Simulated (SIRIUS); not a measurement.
**BN in SIRIUS: convergence with smearing width**

The system is BN.

```
CELL_PARAMETERS angstrom
1.25112 0.72234 3.37293
-1.25112 0.72234 3.37293
0.00000 -1.44467 3.37293
ATOMIC_POSITIONS crystal
N 0.66724 0.66724 0.66724
B 0.00033 0.00033 0.00033
```

The cell is a database's computed one.

| Item | Value |
| --- | --- |
| Program | SIRIUS 7.12.0 |
| Task | convergence study |
| Functional | PBE |
| Potentials or basis | all-electron FP-LAPW |
| Cutoff | 407 eV |
| Basis | apw+lo standard |
| k mesh | 12 × 12 × 12 |
| Occupations | fermi-dirac, width 0.3 eV |
| Spin | no spin polarisation |

These are the settings of the first run; the series varies smearing width, with any setting tied to it.

Hardware: 1 thread of Arm Neoverse V1, on a shared host.

```tsv
smearing width	energy less the tightest run, at zero smearing (meV/atom)	SCF cycles	CPU time (s)	peak memory (GiB)
0.3 eV	0.10	7	230	1.1
0.2 eV	0.00	7	220	1.1
0.1 eV	0.00	7	230	1.1
0.05 eV	0.00	7	240	1.1
0.025 eV	0.00	7	230	1.1
0.01 eV	0.00	7	230	1.1
```

Against the tightest run, the energy stays within 1 meV/atom from 0.3 eV on. The tightest run that finished is the yardstick and may itself not be fully converged.
